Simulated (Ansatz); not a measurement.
# NbN: the change of pressure with volume per atom

Results calculated with Ansatz 0.2.0, not measured. Periodic Kohn-Sham DFT of a crystal at fixed atoms; pressure and stress are positive in compression; the energy is the free energy less that of spherical unpolarised free atoms; site moments are those in the method's own spheres, positive along +z.

Cell of the first row (space group Fm-3m, No. 225):
```
NbN
1.0
      0.0000     2.1497     2.1497
      2.1497     0.0000     2.1497
      2.1497     2.1497     0.0000
Nb N
1 1
Direct
  0.50000 0.50000 0.50000
  0.00000 0.00000 0.00000
```

Settings of every row: method frozen-core PAW; functional PBE; relativity scalar; k mesh 13x13x13; filling fermi-dirac; smearing width 0.08 eV; wave cutoff 420 eV; paw set soft_2.

Atom start moment: 0 on all atoms.

| row | volume per atom (Å³) | pressure (GPa) |
| --- | --- | --- |
| 1 | 9.934 | 30.968 |
| 2 | 9.94 | 30.736 |
| 3 | 10.146 | ? |
| 4 | 10.357 | 14.23 |
| 5 | 10.463 | 10.574 |
| 6 | 10.568 | 7.107 |
| 7 | 10.674 | 3.818 |
| 8 | 10.78 | 0.7 |
| 9 | 10.991 | -5.063 |
| 10 | 11.202 | -10.247 |

Question: what pressure should row 3 give?

Worked fit of pressure. Take u = (V_r/V)^(2/3) − 1 with V_r = 10.568 Å³ an atom, which is twice the finite (Eulerian) strain; such expansions in the strain, on which the Birch-Murnaghan equation of state is built, carry the rest volume and the bulk modulus. The shown rows have u = 0.04211, 0.04169, 0.01354, 0.00668, 0, -0.00663, -0.01315, -0.02582, -0.0381. Least squares give pressure = 7.1189 + 508.183 × u + 1387.21 × u² GPa; a straight line predicts inner rows, each left out in turn, worse (root mean square 0.98 against 0.024 GPa). The rows lie off it by -0.010, 0.020, -0.024, -0.001, -0.012, 0.007, 0.024, 0.015, -0.018 (root mean square 0.016 GPa). The pressure vanishes at u = -0.0146, or V = 10.8 Å³ an atom, and there the bulk modulus at fixed shape and fractions is B = −V dP/dV = (2/3)(1 + u) dP/du = 307 GPa. The withheld row has u = 0.02754, so the fit gives 7.1189 + 508.183 × (0.02754) + 1387.21 × (0.02754)² = 22.166 GPa.

The calculation gave 22.154 GPa. The fit lies 0.012 GPa (0.029 % of the column's range) above it; its largest miss of a shown row is 0.024 GPa.
